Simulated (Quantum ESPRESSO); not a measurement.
TiTe2, 3 atoms in the cell. It takes space group P-3m1 (No. 164, trigonal). The conventional cell has a = 3.777 Å, b = 3.777 Å, c = 6.498 Å, α = 90.00°, β = 90.00°, γ = 120.00°. Around Te (site symmetry 3m) lie 3 Ti at 2.77 Å. Ti (site symmetry -3m) has 6 Te at 2.77 Å as nearest neighbours. 

```yaml
Program: Quantum ESPRESSO 7.5
Task: band structure
Functional: PBEsol
Potentials_or_basis: GBRV 1.5 PBEsol
Cutoff: 612 eV
Density_cutoff: 4898 eV
k_mesh: 8 × 8 × 4
Occupations: fermi-dirac, width 0.05 eV
Spin: no spin polarisation
Mixing_beta: 0.5
Most_SCF_iterations: 120
SCF_threshold: 6e-10 Ry
```

Potentials or basis: GBRV 1.5 PBEsol.

Launch:

```console
$ OMP_NUM_THREADS=1 mpirun -n 2 pw.x -nk 2 -in pw.in > pw.out
$ OMP_NUM_THREADS=1 mpirun -n 2 pw.x -nk 2 -in bands.in > bands.out
```

Hardware: 2 MPI ranks on Arm Neoverse V2, with other jobs on the host.

How long does it take, and how much memory?

It took 44 s on 2 MPI ranks on Arm Neoverse V2, on a shared host, peak memory 0.36 GiB a rank. Counts: scf iterations 14, k pools 2, bands 19, k points 35, g dense 62475.
